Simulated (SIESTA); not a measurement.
Crystal: MnO.

```
Mn O
1.0
     0.00000    2.22391    2.22391
     2.22391    0.00000    2.22391
     2.22391    2.22391    0.00000
Mn O
1 1
Direct
  0.00000 0.00000 0.00000
  0.50000 0.50000 0.50000
```

The cell is a database's computed one.

Base run:

```yaml
Program: SIESTA 5.4.2
Functional: PBE
Potentials_or_basis: PseudoDojo 0.4 standard (PBE files)
Basis: TZP (energy shift 0.01 Ry)
Grid_cutoff: 800 Ry
Energy_shift: 0.01 Ry
k_mesh: 10 × 10 × 10
Occupations: fermi-dirac, width 0.05 eV
Spin: collinear spin, ferromagnetic start
Starting_moments: "[4.0, 0.0] μB"
```

Its results: band gap on the k mesh none (metal or under the smearing width); pressure 0.3 GPa; net moment 4.89 μB per cell; site moments Mn +4.67; O +0.21 μB.

Task: The run is repeated on the same cell with these changes: basis from TZP (energy shift 0.01 Ry) to DZP (energy shift 0.01 Ry). What comes out?

Result: Band gap on the k mesh none (metal or under the smearing width); pressure 1.3 GPa; net moment 4.90 μB per cell; site moments Mn +4.71; O +0.19 μB.

Caveats: semicore shells carry a single zeta, which can move pressures by several GPa and volumes by a few percent; the basis of atomic orbitals isn't converged, which shifts pressures, moduli and gaps; a cell with one magnetic atom can't hold antiferromagnetic order, which such compounds often take; semilocal functionals often make such compounds metallic where correlation or magnetic order opens a gap, which also shifts bond lengths.
